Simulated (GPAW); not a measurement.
# SnO2 (Cassiterite): relaxation of cell and atoms with r2SCAN+D3(BJ)

Crystal: SnO2 (Cassiterite).

```
CELL_PARAMETERS angstrom
4.73800 0.00000 0.00000
0.00000 4.73800 0.00000
0.00000 0.00000 3.18650
ATOMIC_POSITIONS crystal
Sn 0.50000 0.50000 0.50000
Sn 0.00000 0.00000 0.00000
O 0.80710 0.19290 0.50000
O 0.19290 0.80710 0.50000
O 0.30710 0.30710 0.00000
O 0.69290 0.69290 0.00000
```

| Item | Value |
| --- | --- |
| Program | GPAW 26.7.0 |
| Task | relaxation of cell and atoms |
| Functional | r2SCAN |
| Dispersion | D3(BJ) |
| Potentials or basis | GPAW PAW data sets (gpaw-data 1.2.1) |
| Cutoff | 800 eV |
| Basis | pw |
| k mesh | 4 × 4 × 5 |
| Occupations | fermi-dirac, width 0.05 eV |
| Spin | no spin polarisation |
| Target pressure | 2 GPa |
| Maxiter | 150 |
| Optimizer | BFGS |
| Fmax | 0.02 eV/Å |
| Max steps | 60 |
| Target pressure | 2 GPa |

```yaml
Relaxed_volume: 11.81 Å³/atom
Relaxed_cell: a = 4.719 Å, b = 4.719 Å, c = 3.183 Å, α = 90.00°, β = 90.00°, γ = 90.00°
Space_group_after_relaxing_to_0.05_Å: P4_2/mnm (No. 136)
Energy_change_on_relaxing_the_enthalpy_is_what_falls: +0.1 meV/atom
Ionic_steps: 9
Pressure_after_relaxing: 2.0 GPa
Largest_force_after_relaxing: 0.016 eV/Å
Band_gap_on_the_k_mesh: 2.10 eV, direct
Dispersion_energy_per_atom: -0.106 eV
```

Forces in eV/Å, atoms in the order of the input:
```
Sn   0.000  0.000  0.000
Sn   0.000  0.000  0.000
O   -0.011  0.011  0.000
O    0.011 -0.011  0.000
O   -0.011 -0.011  0.000
O    0.011  0.011  0.000
```

Stress tensor (GPa, compression positive):
```
1.98 0.00 0.00
0.00 1.98 0.00
0.00 0.00 2.15
```

Step by step:
```
step  energy change (eV)  largest force (eV/Å)  pressure (GPa)  volume (Å³)
   1              0.0000                0.2136            0.38        71.53
   2             -0.0020                0.1454            0.45        71.47
   3             -0.0027                0.0382            0.89        71.24
   4             -0.0022                0.0415            1.08        71.18
   5              0.0008                0.0138            2.02        70.88
   6              0.0009                0.0023            2.05        70.88
   7              0.0009                0.0062            2.05        70.88
   8              0.0008                0.0149            2.05        70.87
   9              0.0009                0.0160            2.03        70.87
```

Final structure:
```xyz
6
Lattice="4.7190 0.0000 0.0000 0.0000 4.7190 0.0000 0.0000 0.0000 3.1825" Properties=species:S:1:pos:R:3 pbc="T T T"
Sn    2.3595    2.3595    1.5913
Sn    0.0000    0.0000    0.0000
O     3.8020    0.9170    1.5913
O     0.9170    3.8020    1.5913
O     1.4425    1.4425    0.0000
O     3.2765    3.2765    0.0000
```

Levels at points of the mesh, in eV from the valence-band top:
```csv
k point,band 23,band 24,band 25,band 26,band 27,band 28,band 29,band 30
"(0.00, 0.00, 0.00)",-1.19,-0.78,-0.78,0.00,2.10,7.06,7.20,7.20
"(0.50, 0.00, 0.00)",-1.14,-1.14,-0.62,-0.62,5.29,5.29,7.96,7.96
"(0.50, 0.50, 0.00)",-1.27,-1.27,-0.93,-0.93,5.75,5.75,8.41,8.41
```

It took 25 min on 1 thread of Arm Neoverse V1, on a shared host, peak memory 1.4 GiB.

Caveat: the k mesh is coarse; later steps reuse the first step's grids; the PAW data sets were made with another functional, which shifts forces and pressure a little; spin-orbit coupling is left out, which moves the levels of the heavy elements. r2SCAN opens gaps a little over a GGA but as a rule still falls short of measured ones.
